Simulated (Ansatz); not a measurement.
The system is TiO2.

```
CELL_PARAMETERS angstrom
6.15358 -1.88347 0.00000
6.15358 1.88347 0.00000
-1.92833 0.00000 6.32897
ATOMIC_POSITIONS crystal
Ti 0.90007 0.90007 0.28960
Ti 0.19529 0.19529 0.28376
Ti 0.09993 0.09993 0.71040
Ti 0.80471 0.80471 0.71624
O 0.36193 0.36193 0.29340
O 0.26349 0.26349 0.65250
O 0.86719 0.86719 0.99529
O 0.73651 0.73651 0.34750
O 0.94165 0.94165 0.63002
O 0.13281 0.13281 0.00471
O 0.63807 0.63807 0.70660
O 0.05835 0.05835 0.36998
```

The cell comes from a database or a generator and needn't be the stable form of this composition.

```yaml
Program: Ansatz 0.2.0
Task: relaxation of cell and atoms
Functional: RPBE
Potentials_or_basis: Ansatz PAW
Cutoff: "420 eV (not typed: the program's choice for these potentials)"
k_mesh: 8 × 8 × 4
Occupations: fermi-dirac, width 0.05 eV
Spin: no spin polarisation
```

At the start: volume 12.23 Å³/atom.

Problem. Where does the relaxation end?

Solution. It ends after 9 steps and the volume is 12.46 Å³/atom (+1.9 %); space group C2/m (No. 12, to 0.05 Å).

The path:
| step | energy change (eV) | largest force (eV/Å) | volume (Å³) |
| --- | --- | --- | --- |
| 1 | 0.0000 | 0.2002 | 146.71 |
| 2 | -0.0199 | 0.1556 | 148.54 |
| 3 | -0.0217 | 0.0724 | 149.35 |
| 4 | -0.0226 | 0.0341 | 149.51 |
| 5 | -0.0239 | 0.0205 | 149.41 |
| 6 | -0.0242 | 0.0092 | 149.35 |
| 7 | -0.0348 | 0.0091 | 149.35 |
| 8 | -0.0345 | 0.0017 | 149.47 |
| 9 | -0.0348 | 0.0016 | 149.47 |

Final structure:
```
Ti O
1.0
     6.17150   -1.88911   -0.00959
     6.17150    1.88911   -0.00959
    -1.94380    0.00000    6.41336
Ti O
4 8
Direct
  0.89950 0.89950 0.28896
  0.19317 0.19317 0.27823
  0.10050 0.10050 0.71104
  0.80683 0.80683 0.72177
  0.36112 0.36112 0.29237
  0.26497 0.26497 0.65796
  0.86796 0.86796 0.99705
  0.73503 0.73503 0.34204
  0.94217 0.94217 0.63088
  0.13204 0.13204 0.00295
  0.63888 0.63888 0.70763
  0.05783 0.05783 0.36912
```

Caveat: the plane-wave basis is chosen anew once the cell has moved, so the energies of steps on either side of that aren't comparable; the pressure holds a Pulay correction of +0.5 GPa for the finite cutoff; the PAW data sets come from PBE, with cores solved anew for the run's functional, which leaves a small shift of forces and pressure.
